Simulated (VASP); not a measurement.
A run of VASP 6.6.1 is set up as follows.

File INCAR:

```
SYSTEM = CdSe
ALGO = Normal
EDIFF = 1E-7
ENCUT = 520
GGA = PE
ISIF = 2
ISMEAR = 0
LASPH = .True.
LCHARG = .True.
LELF = .True.
LREAL = .False.
LVHAR = .True.
LWAVE = .False.
NBANDS = 26
NELM = 60
PREC = Accurate
SIGMA = 0.02
```

KPOINTS

```
k-points
0
Gamma
  6 6 4
  0 0 0
```

File POSCAR:

```
CdSe
1.0
    4.3837936038      0.0000000029      0.0000000000
   -2.1918968044      3.7964766244      0.0000000000
    0.0000000000      0.0000000000      7.1529442911
Cd Se
2 2
Direct
    0.6666666667      0.3333333333     -0.0003824329
    0.3333333333      0.6666666667      0.4996175671
    0.6666666667      0.3333333333      0.3753824329
    0.3333333333      0.6666666667      0.8753824329
```

Potentials or basis: VASP PAW PBE potentials, release 64 (Cd, Se).

Run with:

```sh
$ cat potpaw_PBE.64/Cd/POTCAR potpaw_PBE.64/Se/POTCAR > POTCAR
$ mpirun -np 1 vasp_std > vasp.out
```

Question: Estimate the band gap on the k mesh.

Answer: 0.54 eV.

Question: Estimate the pressure.

Answer: 0.2 GPa.

Caveat: semilocal functionals underestimate gaps, and a narrow one can read as zero.

**What was measured.**

From a printed reference work, data compilation, for a bulk crystal of CdSe at 2 K: band gap 1.841 eV.

Measured gap of CdSe: 1.841 eV (2 K; a printed reference work, data compilation). This calculation gives 0.54 eV (-1.30 eV). So large a miss can be the level of theory's own, or it may mean another phase, state or a wrong row. Spin-orbit coupling on Cd, Se is left out. The value is that of PBE, without temperature or zero-point motion. Semilocal functionals fall short of measured gaps as a rule.
